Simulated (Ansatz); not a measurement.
Rh:

```
Rh
1.0
     0.00000    1.89785    1.89785
     1.89785    0.00000    1.89785
     1.89785    1.89785    0.00000
Rh
1
Direct
  0.00000 0.00000 0.00000
```

- Program: Ansatz 0.2.0
- Task: relaxation of cell and atoms
- Functional: PBEsol
- Potentials or basis: Ansatz PAW
- Cutoff: 420 eV (not typed: the program's choice for these potentials)
- k mesh: 12 × 12 × 12
- Occupations: fermi-dirac, width 0.05 eV
- Spin: no spin polarisation

At the start: volume 13.67 Å³/atom.

Where does the relaxation end?

It ends after 5 steps and the volume is 13.50 Å³/atom (-1.3 %); space group Fm-3m (No. 225, to 0.05 Å).

Step by step:
```
step  energy change (eV)  largest force (eV/Å)  volume (Å³)
   1              0.0000                0.0000        13.67
   2             -0.0008                0.0000        13.35
   3             -0.0022                0.0000        13.50
   4             -0.0022                0.0000        13.50
   5             -0.0021                0.0000        13.50
```

Final structure:
```yaml
crystal:
  lattice:
    - [0.00000, 1.88965, 1.88965]
    - [1.88965, 0.00000, 1.88965]
    - [1.88965, 1.88965, 0.00000]
  atoms:
    - { symbol: Rh, position: [0.00000, 0.00000, 0.00000] }
```

Caveat: the plane-wave basis is chosen anew once the cell has moved, so the energies of steps on either side of that aren't comparable; the PAW data sets come from PBE, with cores solved anew for the run's functional, which leaves a small shift of forces and pressure.
